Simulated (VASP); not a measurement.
A run of VASP 6.6.1 is set up as follows.

The input INCAR:

```
SYSTEM = TiSe
PREC = Accurate ; ENCUT = 520
EDIFF = 1E-6 ; ISMEAR = 0
SIGMA = 0.02 ; LREAL = .FALSE.
LASPH = .TRUE. ; NELM = 80
ALGO = Normal ; ISIF = 2
LWAVE = .FALSE. ; LCHARG = .FALSE.
GGA = CA ; LOPTICS = .TRUE.
NBANDS = 57 ; NEDOS = 2000
CSHIFT = 0.05
```

The input KPOINTS:

```
regular mesh
0
G
  8 8 8
  0 0 0
```

File POSCAR:

```
TiSe
1.0
    0.0000000000      3.1030036500      3.1030036500
    3.1030036500      0.0000000000      3.1030036500
    3.1030036500      3.1030036500      0.0000000000
Ti Se
1 1
Direct
    0.0000000000      0.0000000000      0.0000000000
    0.2500000000      0.2500000000      0.2500000000
```

Potentials or basis: VASP PAW LDA potentials, release 64 (Ti_sv, Se).

Launch:

```bash
$ cat potpaw_LDA.64/Ti_sv/POTCAR potpaw_LDA.64/Se/POTCAR > POTCAR
$ mpirun -np 1 vasp_std > vasp.out
```

Task: What does it give for the pressure?

Result: -13.3 GPa.

Task: Estimate the band gap on the k mesh.

Result: None (metal or under the smearing width).

Dielectric function (mean over the directions given):
```
energy (eV)  real part  imaginary part
       0.30      17.49          238.03
       0.78     -13.39           40.42
       1.27      -2.93           17.98
       1.81      -3.38            1.86
       2.29       1.48            0.82
       2.77       4.43            0.08
       3.32      10.01            0.00
       3.80       2.74           14.54
       4.28       4.08            6.69
       4.82      -0.22           19.52
       5.31      -0.28            2.71
       5.79       1.14            3.19
       6.33       0.57            4.92
       6.81      -0.80            0.71
       7.36      -1.02            6.94
       7.84      -0.83            1.35
       8.32       1.47            3.17
       8.86      -0.68            2.05
       9.35      -0.01            3.35
       9.83      -1.09            3.01
      10.37      -1.42            1.14
      10.85      -1.07            0.81
      11.34      -0.65            0.63
      11.88      -0.50            0.85
      12.36      -0.14            1.73
      12.84       0.06            0.48
      13.39       0.68            1.27
      13.87       0.27            1.12
      14.41       0.37            0.35
      14.90       0.04            1.20
      15.38       0.09            0.31
      15.92       0.04            0.77
      16.40      -0.12            0.33
      16.89       0.16            0.58
      17.43       0.21            0.40
      17.91       0.37            0.41
      18.39       0.33            0.23
      18.94       0.40            0.45
      19.42       0.44            0.30
      19.96       0.45            0.23
```

Caveat: spectra need much finer meshes, so this one isn't converged; independent-particle spectra lack excitons; the intraband (Drude) part of a metal's response may be missing.
